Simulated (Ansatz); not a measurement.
A run of Ansatz 0.2.0 is set up as follows.

The input input.yaml:

```yaml
crystal:
  lattice:
    - [3.5432, 0.0, 0.0]
    - [-1.7716, 3.0685012107, 0.0]
    - [0.0, 0.0, 5.0388]
  atoms:
    - { symbol: Pt, position: [0.0, 0.0, 0.0] }
    - { symbol: S, position: [0.6666666667, 0.3333333333, 0.773] }
    - { symbol: S, position: [0.3333333333, 0.6666666667, 0.227] }
kpoints:
  mp_grid: { grid: [9, 9, 5] }
scf:
  occupations: { method: fermi_dirac, width: 0.05 }
hamiltonian:
  xc: pbesol
  pseudopotentials: { kind: all_electron, lapw: { basis_error: 0.002 } }
  hubbard:
    sites: [{ species: Pt, l: d, u_eff: 6 }]
    double_counting: fll
    projectors: ortho-atomic
output:
  forces: true
  stress: true
  eigenvalues: true
  dos: { projected: false, de: 0.1, e_range: [-10, 8] }
  hubbard: {}
```

Potentials or basis: all-electron LAPW, scalar-relativistic.

Launch:

```sh
$ ansatz run input.yaml --threads 2 --pin off --max-ram 8192MiB --backend cpu --events-out ev --progress --plain --runs-dir out
```

Task: Estimate the pressure.

Result: 7.2 GPa.

Task: Predict the band gap on the k mesh.

Result: 0.83 eV, indirect (least direct gap 0.94 eV).

Forces in eV/Å, atoms in the order of the input:
```
Pt   0.000  0.000  0.000
S    0.000  0.000 -1.101
S    0.000  0.000  1.101
```

Caveat: spin-orbit coupling is left out, which moves the levels of the heavy elements; an odd mesh through Γ misses points on the zone boundary, where band edges often lie; forces of over 1 eV/Å show positions far from the minimum, so gaps and moduli don't describe the material at rest.
